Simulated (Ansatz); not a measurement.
A run of Ansatz 0.2.0:

Contents of input.yaml:

```yaml
crystal:
  lattice:
    - [2.9065, 0.0, 0.0]
    - [-1.45325, 2.5171028361, 0.0]
    - [0.0, 0.0, 2.8366]
  atoms:
    - { symbol: W, position: [0.0, 0.0, 0.0] }
    - { symbol: C, position: [0.6666666667, 0.3333333333, 0.5] }
hamiltonian:
  xc: revpbe
  pseudopotentials: { kind: paw }
kpoints:
  mp_grid: { grid: [10, 10, 9] }
scf:
  occupations: { method: fermi_dirac, width: 0.05 }
output:
  forces: true
  stress: true
relax:
  f_tol: 0.01
  max_steps: 40
  cell: { stress_tol: 0.05 }
```

Potentials or basis: Ansatz PAW.

Launch:

```sh
$ ansatz run input.yaml --threads 2 --pin off --max-ram 5632MiB --backend cpu --events-out ev --progress --plain --runs-dir out
```

Hardware: 2 threads of Intel(R) Xeon(R) Processor @ 2.70GHz (shared host).

Problem. Estimate the wall time of this run.

Solution. It took 11 s on 2 threads of Intel(R) Xeon(R) Processor @ 2.70GHz (shared host), peak memory 0.34 GiB. Counts: scf iterations 46, plane waves 405, k points 70, bands 13, ion steps 7.
